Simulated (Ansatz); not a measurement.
# Twisted blue phosphorene bilayer, 87.80° (52 atoms): taking the cell apart, part 3 of 3

Aim: the interaction energy between the two parts of twisted blue phosphorene bilayer, 87.80° (52 atoms) and its distance dependence.

Ansatz 0.2.0; Kohn-Sham DFT, PBE+D3(BJ), PAW (set soft_2), plane waves.

So far. Step 3 (Relaxation): The relaxation converged after 3 steps, 0.0859 eV below its start, with a largest force component of 0.010 eV/Å. Step 6 (The upper part alone): The whole (-39307.176 eV) less the lower (-19652.677 eV) and the upper part (-19652.677 eV) leaves -1.822 eV.

**7. Upper part moved by +0.3 Å**

Moving the upper part rigidly maps the well in which it sits.

Input file input.yaml:

```yaml
crystal:
  lattice:
    - [11.8262, 0.0, 0.0]
    - [-5.9131, 10.24179, 0.0]
    - [0.0, 0.0, 17.96]
  atoms:
    - { symbol: P, position: [0.12924, 0.17929, 0.40163] }
    - { symbol: P, position: [0.18007, 0.05085, 0.33266] }
    - { symbol: P, position: [0.20361, 0.48704, 0.40207] }
    - { symbol: P, position: [0.25757, 0.36012, 0.33367] }
    - { symbol: P, position: [0.28427, 0.79733, 0.40206] }
    - { symbol: P, position: [0.33386, 0.66697, 0.33371] }
    [... 40 atom lines left out ...]
    - { symbol: P, position: [0.79601, 0.28167, 0.6834] }
    - { symbol: P, position: [0.743, 0.10191, 0.61418] }
    - { symbol: P, position: [0.02411, 0.58871, 0.68388] }
    - { symbol: P, position: [0.97431, 0.41097, 0.61368] }
    - { symbol: P, position: [0.1023, 0.35951, 0.68283] }
    - { symbol: P, position: [0.04982, 0.1788, 0.61477] }
kpoints:
  mp_grid: { grid: [3, 3, 1] }
hamiltonian:
  xc: pbe
  dispersion: d3bj
scf:
  occupations: { method: fermi_dirac, width: 0.05 }
output:
  forces: true
  eigenvalues: true
```

Launch:

```bash
$ ansatz run input.yaml --threads 4 --pin off --max-ram 15872MiB --backend cpu --events-out ev --progress --plain --runs-dir out
```

Numbers of over 12 decimals in the logs are rounded to 6 here.

Log:

```text
[...]
Crystal: 52 atoms, lattice volume = 2175.341 Å³
Basis set: ecut = 420 eV, 42517 PW (Γ), exchange–correlation on 160×160×250 points (8 copies of the dense FFT grid, shifted against one another)
Bands: 182, of which v1, the nominal top of the filled ones, is band 130 counted from 1 (129 counted from 0)
Symmetry: 1 space group operations
[...]
k-points: 5 of 9 (time reversal used)
[...]
SCF iter   1: F=—  HF=-39307.089323 eV  |F-HF|=—  |Δ(HF+E_count)|=         —  Δρ=1.85e-3  dr2=2.45e-1  ethr=1.77e-3  ⟨swp⟩=8.8  Hψ=5397  notcnv=0  defer=47
[...]
SCF iter   9: F=-39307.055505 eV  HF=-39307.055505 eV  |F-HF|=4.55e-9  |Δ(HF+E_count)|=   2.39e-9  Δρ=7.21e-7  dr2=2.04e-8  ethr=3.85e-11  ⟨swp⟩=14.0  Hψ=3926  notcnv=0
SCF 1 converged in 9 iterations: F = -39307.055505 eV  dr2 = 2.04e-8
[...]
SCF converged after 9 iterations
Free energy (F): -39307.055505 eV
[...]
Internal energy: -39307.055504 eV  (E = F + TS)
E sigma→0 (E₀):  -39307.055504 eV
Entropy (-TS):   -0.000001 eV (-0.000 meV/atom)
Fermi energy:    0.633759 eV
[...]
--- Forces (eV/Å), atoms counted from 1 ---
  atom   1  P     -0.02293980     0.00631239     0.05620879
  atom   2  P     -0.00299688     0.00291223     0.01208759
  atom   3  P      0.03787419     0.01167539     0.05329225
  atom   4  P      0.00091634    -0.00505121    -0.00376334
  atom   5  P     -0.00999308    -0.03891016     0.05000950
  atom   6  P     -0.00332962     0.00053758    -0.00438857
  atom   7  P      0.00241498     0.00653270     0.02053380
  atom   8  P     -0.00031708    -0.00912683     0.02792153
  atom   9  P     -0.00093779    -0.01373933     0.02465485
  atom  10  P      0.01201410     0.00089902    -0.00172662
  atom  11  P     -0.02715524     0.02753527     0.05460609
  atom  12  P     -0.00938710     0.00516290     0.02193869
  atom  13  P      0.01617514     0.00934879     0.02296820
  atom  14  P      0.00582782     0.00256185    -0.00459803
[...]
atom  51  P     -0.00009677    -0.00426960     0.00588984
  atom  52  P      0.02171236     0.00356325    -0.05220938
  max |Σ_I F_I| component: 1.29e-6 eV/Å
--- Band table (eV; the first three rows and the last of 5) ---
[...]
```

Wall time 69 s (4 threads of Arm Neoverse V1, shared host); peak memory 6.5 GiB.

Upper part moved by +0.3 Å: the energy stands 0.120 eV above that of the reference.

**8. Upper part moved by -0.3 Å**

Another point of the curve.

Input and log are left out; they have the form of those shown for this kind of step.

Wall time 70 s (4 threads of Arm Neoverse V1, shared host); peak memory 6.5 GiB; 4.6 min of CPU time.

Upper part moved by -0.3 Å: the energy stands 0.152 eV above that of the reference.

**9. Upper part moved by +0.8 Å**

Another point of the curve.

Input and log are left out; they have the form of those shown for this kind of step.

The job ended after 74 s (4 threads of Arm Neoverse V1, shared host; peak memory 6.5 GiB; 4.9 min of CPU time).

Upper part moved by +0.8 Å: the energy stands 0.502 eV above that of the reference.

**10. Upper part moved by +1.6 Å**

Another point of the curve.

Input and log are left out; they have the form of those shown for this kind of step.

Wall time 73 s (4 threads of Arm Neoverse V1, shared host); peak memory 6.5 GiB.

Upper part moved by +1.6 Å: the energy stands 1.02 eV above that of the reference.

**11. Upper part moved by +3 Å**

Another point of the curve.

input.yaml, as its differences from that of step 7:

```diff
@@ -13,8 +13,8 @@
     [... 40 atom lines left out ...]
-    - { symbol: P, position: [0.79601, 0.28167, 0.6834] }
-    - { symbol: P, position: [0.743, 0.10191, 0.61418] }
-    - { symbol: P, position: [0.02411, 0.58871, 0.68388] }
-    - { symbol: P, position: [0.97431, 0.41097, 0.61368] }
-    - { symbol: P, position: [0.1023, 0.35951, 0.68283] }
-    - { symbol: P, position: [0.04982, 0.1788, 0.61477] }
+    - { symbol: P, position: [0.79601, 0.28167, 0.83374] }
+    - { symbol: P, position: [0.743, 0.10191, 0.76452] }
+    - { symbol: P, position: [0.02411, 0.58871, 0.83422] }
+    - { symbol: P, position: [0.97431, 0.41097, 0.76402] }
+    - { symbol: P, position: [0.1023, 0.35951, 0.83317] }
+    - { symbol: P, position: [0.04982, 0.1788, 0.76511] }
 kpoints:
```

Log:

```text
[...]
Crystal: 52 atoms, lattice volume = 2175.341 Å³
Basis set: ecut = 420 eV, 42517 PW (Γ), exchange–correlation on 160×160×250 points (8 copies of the dense FFT grid, shifted against one another)
Bands: 182, of which v1, the nominal top of the filled ones, is band 130 counted from 1 (129 counted from 0)
Symmetry: 1 space group operations
[...]
k-points: 5 of 9 (time reversal used)
[...]
SCF iter   1: F=—  HF=-39305.777265 eV  |F-HF|=—  |Δ(HF+E_count)|=         —  Δρ=2.21e-3  dr2=1.22e-1  ethr=1.77e-3  ⟨swp⟩=9.4  Hψ=5586  notcnv=0  defer=41
[...]
SCF iter   9: F=-39305.741349 eV  HF=-39305.741349 eV  |F-HF|=1.82e-10  |Δ(HF+E_count)|=   1.48e-8  Δρ=3.48e-7  dr2=3.41e-9  ethr=3.85e-11  ⟨swp⟩=13.4  Hψ=3619  notcnv=0
SCF 1 converged in 9 iterations: F = -39305.741349 eV  dr2 = 3.41e-9
[...]
SCF converged after 9 iterations
Free energy (F): -39305.741349 eV
[...]
Internal energy: -39305.741349 eV  (E = F + TS)
E sigma→0 (E₀):  -39305.741349 eV
Entropy (-TS):   -0.000000 eV (-0.000 meV/atom)
Fermi energy:    0.481100 eV
[...]
Σ components = -39305.741349   (vs F -39305.741349, Δ=0.00e0)
--- Forces (eV/Å), atoms counted from 1 ---
  atom   1  P     -0.04112276     0.00936176     0.03803514
  atom   2  P     -0.00818515     0.00707690     0.00105019
  atom   3  P      0.06670492     0.01878391     0.03691916
  atom   4  P      0.00160738    -0.00757350    -0.02369076
[...]
atom  52  P      0.04001697     0.00680051    -0.03391798
  max |Σ_I F_I| component: 8.74e-6 eV/Å
--- Band table (eV; the first three rows and the last of 5) ---
[...]
```

The job ended after 73 s (4 threads; peak memory 6.5 GiB).

Upper part moved by +3 Å: the energy stands 1.43 eV above that of the reference.

**12. Whole cell, LDA**

The three cells are solved again with another functional, at the same geometry, to see how much of the binding hangs on it.

This step: Kohn-Sham DFT, LDA, PAW (set soft_2), plane waves.

Input file input.yaml:

```yaml
crystal:
  lattice:
    - [11.8262, 0.0, 0.0]
    - [-5.9131, 10.24179, 0.0]
    - [0.0, 0.0, 17.96]
  atoms:
    [... the 52 atom lines of step 4 ...]
kpoints:
  mp_grid: { grid: [3, 3, 1] }
hamiltonian:
  xc: lda
scf:
  occupations: { method: fixed }
output:
  forces: true
```

Log:

```text
[...]
Crystal: 52 atoms, lattice volume = 2175.341 Å³
Basis set: ecut = 420 eV, 42517 PW (Γ)
Bands: 182, of which v1, the nominal top of the filled ones, is band 130 counted from 1 (129 counted from 0)
Symmetry: 1 space group operations
[...]
k-points: 5 of 9 (time reversal used)
[...]
SCF iter   1: F=—  HF=-37744.322202 eV  |F-HF|=—  |Δ(HF+E_count)|=         —  Δρ=3.58e-3  dr2=4.02e-1  ethr=1.77e-3  ⟨swp⟩=7.8  Hψ=3757  notcnv=0  defer=240
[...]
SCF iter   9: F=-37744.276285 eV  HF=-37744.276285 eV  |F-HF|=1.91e-8  |Δ(HF+E_count)|=   7.39e-8  Δρ=1.28e-6  dr2=6.16e-8  ethr=3.85e-11  ⟨swp⟩=6.0  Hψ=3275  notcnv=0
SCF 1 converged in 9 iterations: F = -37744.276285 eV  dr2 = 6.16e-8
[...]
SCF converged after 9 iterations
Free energy (F): -37744.276285 eV
[...]
Internal energy: -37744.276285 eV  (E = F + TS)
E sigma→0 (E₀):  -37744.276285 eV
Fermi energy:    -0.181253 eV
[...]
Σ components = -37744.276285   (vs F -37744.276285, Δ=0.00e0)
--- Forces (eV/Å), atoms counted from 1 ---
  atom   1  P     -0.00290296     0.00192692    -0.19485549
  atom   2  P      0.00621617    -0.00348291     0.20412538
  atom   3  P      0.00076266     0.00008735    -0.19942167
  atom   4  P      0.00077807    -0.00134366     0.19615514
[...]
atom  52  P      0.00173894    -0.00104345     0.19866587
  max |Σ_I F_I| component: 5.27e-4 eV/Å
```

Run time: 56 s. Hardware: 4 threads; peak memory 5.7 GiB.

**13. Lower part, LDA**

A part alone at that level.

input.yaml, the sections that differ from step 12:

```yaml
crystal:
  lattice:
    - [11.8262, 0.0, 0.0]
    - [-5.9131, 10.24179, 0.0]
    - [0.0, 0.0, 17.96]
  atoms:
    [... the 26 atom lines of step 5 ...]
scf:
  occupations: { method: fermi_dirac, width: 0.05 }
# kpoints, hamiltonian, output: as in step 12
```

Log:

```text
[...]
Crystal: 26 atoms, lattice volume = 2175.341 Å³
Basis set: ecut = 420 eV, 42517 PW (Γ)
Bands: 91, of which v1, the nominal top of the filled ones, is band 65 counted from 1 (64 counted from 0)
Symmetry: 1 space group operations
[...]
k-points: 5 of 9 (time reversal used)
[...]
SCF iter   1: F=—  HF=-18871.769863 eV  |F-HF|=—  |Δ(HF+E_count)|=         —  Δρ=2.83e-3  dr2=1.58e-1  ethr=1.77e-3  ⟨swp⟩=10.6  Hψ=2951  notcnv=0
[...]
SCF iter   9: F=-18871.736366 eV  HF=-18871.736366 eV  |F-HF|=8.30e-9  |Δ(HF+E_count)|=   2.16e-8  Δρ=6.19e-7  dr2=1.98e-8  ethr=7.69e-11  ⟨swp⟩=5.0  Hψ=1288  notcnv=0
SCF 1 converged in 9 iterations: F = -18871.736366 eV  dr2 = 1.98e-8
[...]
SCF converged after 9 iterations
Free energy (F): -18871.736366 eV
[...]
Internal energy: -18871.736366 eV  (E = F + TS)
E sigma→0 (E₀):  -18871.736366 eV
Entropy (-TS):   -0.000000 eV (-0.000 meV/atom)
Fermi energy:    -2.585855 eV
[...]
Σ components = -18871.736366   (vs F -18871.736366, Δ=0.00e0)
--- Forces (eV/Å), atoms counted from 1 ---
  atom   1  P     -0.03967201     0.00832269    -0.19364285
  atom   2  P     -0.00671922     0.00767995     0.22387138
  atom   3  P      0.06145930     0.01700919    -0.19561707
  atom   4  P      0.00298574    -0.00754387     0.19567351
[...]
atom  26  P     -0.00720574    -0.00186947     0.19279497
  max |Σ_I F_I| component: 1.82e-3 eV/Å
```

It took 35 s on 4 threads; peak memory 3.4 GiB; 2.2 min of CPU time.

**14. Upper part, LDA**

A part alone at that level.

input.yaml, as its differences from that of step 13:

```diff
@@ -6,3 +6,3 @@
   atoms:
-    [... the 26 atom lines of step 5 ...]
+    [... the 26 atom lines of step 6 ...]
 kpoints:
```

Log:

```text
[...]
Crystal: 26 atoms, lattice volume = 2175.341 Å³
Basis set: ecut = 420 eV, 42517 PW (Γ)
Bands: 91, of which v1, the nominal top of the filled ones, is band 65 counted from 1 (64 counted from 0)
Symmetry: 1 space group operations
[...]
k-points: 5 of 9 (time reversal used)
[...]
SCF iter   1: F=—  HF=-18871.769469 eV  |F-HF|=—  |Δ(HF+E_count)|=         —  Δρ=2.83e-3  dr2=1.56e-1  ethr=1.77e-3  ⟨swp⟩=11.8  Hψ=2879  notcnv=0  defer=1
[...]
SCF iter   9: F=-18871.736365 eV  HF=-18871.736365 eV  |F-HF|=1.95e-9  |Δ(HF+E_count)|=   4.52e-8  Δρ=6.28e-7  dr2=9.17e-9  ethr=7.69e-11  ⟨swp⟩=3.8  Hψ=1631  notcnv=0
SCF 1 converged in 9 iterations: F = -18871.736365 eV  dr2 = 9.17e-9
[...]
SCF converged after 9 iterations
Free energy (F): -18871.736365 eV
[...]
Internal energy: -18871.736365 eV  (E = F + TS)
E sigma→0 (E₀):  -18871.736365 eV
Entropy (-TS):   -0.000000 eV (-0.000 meV/atom)
Fermi energy:    -2.585734 eV
[...]
Σ components = -18871.736365   (vs F -18871.736365, Δ=0.00e0)
--- Forces (eV/Å), atoms counted from 1 ---
  atom   1  P     -0.00413471     0.00661129    -0.19235766
  atom   2  P      0.04324569     0.04769486     0.19443419
  atom   3  P      0.00090602    -0.00280362    -0.18865372
  atom   4  P     -0.05902473     0.01457245     0.19256074
[...]
atom  26  P      0.03884197     0.00579105     0.19769313
  max |Σ_I F_I| component: 7.86e-4 eV/Å
```

Wall time 34 s (4 threads); peak memory 3.4 GiB; 2.2 min of CPU time.

At this level the whole less its parts is -0.804 eV.

**15. Whole cell, r2SCAN+rVV10**

The three cells are solved again with another functional, at the same geometry, to see how much of the binding hangs on it.

This step: Kohn-Sham DFT, r2SCAN+rVV10, PAW (set soft_2), plane waves.

Input and log are left out; they have the form of those shown for this kind of step.

Wall time 4.8 min (4 threads of Arm Neoverse V1, shared host); peak memory 10 GiB; 19 min of CPU time.

**16. Lower part, r2SCAN+rVV10**

A part alone at that level.

Input and log are left out; they have the form of those shown for this kind of step.

Elapsed: 3.6 min, on 4 threads of Arm Neoverse V1, shared host; peak memory 8.8 GiB.

**17. Upper part, r2SCAN+rVV10**

A part alone at that level.

input.yaml, as its differences from that of step 14:

```diff
@@ -10,3 +10,4 @@
 hamiltonian:
-  xc: lda
+  xc: r2scan
+  dispersion: rvv10
 scf:
```

Log:

```text
[...]
Crystal: 26 atoms, lattice volume = 2175.341 Å³
Basis set: ecut = 500 eV, 55277 PW (Γ), exchange–correlation on 400×400×600 points (64 copies of the dense FFT grid, shifted against one another)
Bands: 91, of which v1, the nominal top of the filled ones, is band 65 counted from 1 (64 counted from 0)
Symmetry: 1 space group operations
[...]
k-points: 5 of 9 (time reversal used)
[... 2 lines on functional and potentials left out ...]
rVV10 density: all electrons in the spheres
[...]
SCF iter   1: F=—  HF=-19722.082557 eV  |F-HF|=—  |Δ(HF+E_count)|=         —  Δρ=2.52e-3  dr2=1.36e-1  dr2_τ=2.08e-1  ethr=1.77e-3  ⟨swp⟩=13.4  Hψ=3331  notcnv=0  defer=3
[...]
SCF iter   9: F=-19722.200047 eV  HF=-19722.200047 eV  |F-HF|=1.89e-8  |Δ(HF+E_count)|=   9.04e-8  Δρ=5.85e-7  dr2=2.35e-8  dr2_τ=8.74e-10  ethr=7.69e-11  ⟨swp⟩=3.4  Hψ=1610  notcnv=0
SCF 1 converged in 9 iterations: F = -19722.200047 eV  dr2 = 2.35e-8
[...]
SCF converged after 9 iterations
Free energy (F): -19722.200047 eV
[...]
Internal energy: -19722.200047 eV  (E = F + TS)
E sigma→0 (E₀):  -19722.200047 eV
Fermi energy:    -2.443872 eV
[...]
Σ components = -19722.200047   (vs F -19722.200047, Δ=0.00e0)
--- Forces (eV/Å), atoms counted from 1 ---
  atom   1  P     -0.00997424     0.00478887    -0.24587203
  atom   2  P      0.05529429     0.06012001     0.24713087
  atom   3  P      0.00186744    -0.00343893    -0.23931786
  atom   4  P     -0.07562697     0.01941049     0.24525835
[...]
atom  26  P      0.04315271     0.01123166     0.25133018
  max |Σ_I F_I| component: 3.39e-5 eV/Å
```

Wall time 3.7 min (4 threads); peak memory 8.8 GiB.

At this level the whole less its parts is -1.270 eV.

**18. Interaction energy**

Whole cell less its two parts, each frozen at the geometry of the whole and solved in the same cell with the same functional, so that energy zeros cancel. The upper part is 'layer 2' and the lower part 'layer 1'. The nearest atoms of the two parts stand 3.57 Å apart. The face is 121.1 Å².

```
  functional  interaction energy (eV)  of it, the added dispersion term (eV)  per area (meV/Å²)  per area (J/m²)  per atom of the upper part (meV)
  PBE+D3(BJ)                   -1.822                                 -2.369              -15.0            -0.24                             -70.1
         LDA                   -0.804                                      -               -6.6            -0.11                             -30.9
r2SCAN+rVV10                   -1.270                                      -              -10.5            -0.17                             -48.9
```

**19. Energy against separation**

The upper part is moved rigidly along the normal from its place in the reference.

```
shift (Å)  energy change (eV)  per area (meV/Å²)  share of the binding lost (%)  gap (eV)
     -0.3               0.152               1.26                              -                1.19
     +0.0               0.000               0.00                              -                1.42
     +0.3               0.120               0.99                              7                1.56
     +0.8               0.502               4.14                             28                1.72
     +1.6               1.022               8.44                             56                1.83
     +3.0               1.434              11.84                             79                1.88
```

**20. Levels of whole and parts**

```
      cell  gap (eV)  vacuum level at the upper face, over the highest filled level, or over E_F where no gap is given (eV)  moment (μB)
     whole                1.42                                                                                                   5.69      no spin
lower part                1.89                                                                                                   6.14      no spin
upper part                1.89                                                                                                   6.14      no spin
```

**21. Findings**

The parts bind with 15.0 meV/Å² (1.82 eV for the cell) at the level PBE+D3(BJ), the size of van der Waals binding between sheets. The added dispersion term contributes -2.369 eV, the functional itself 0.547 eV. At this one geometry the functionals range from -15.0 (PBE+D3(BJ)) to -6.6 meV/Å² (LDA). The curvature over ±0.3 Å is 0.40×10²⁰ N/m³. At +3.0 Å, 79 % of the binding is lost; the shift also narrows the vacuum to the periodic image. On the run's k-points the gap of the whole, 1.42 eV, lies 0.47 eV under the smaller of the parts'.

Caveats: The functionals run at their own default cutoffs. The parts are frozen, so the energy of their deformation isn't counted. No correction is made for dipoles across the vacuum, and the parts also feel their periodic images through it.

The DFT runs together took 28 min of wall time.

[Logs are printed without paths, hosts, clocks, repeated set-up lines and the standing remarks that a program may print on its own settings, such as how far it seeks lower states.]

[Hosts, paths, dates, database ids (printed as entryN), source tags and the programs' standing remarks are cut or masked in the printed files.]
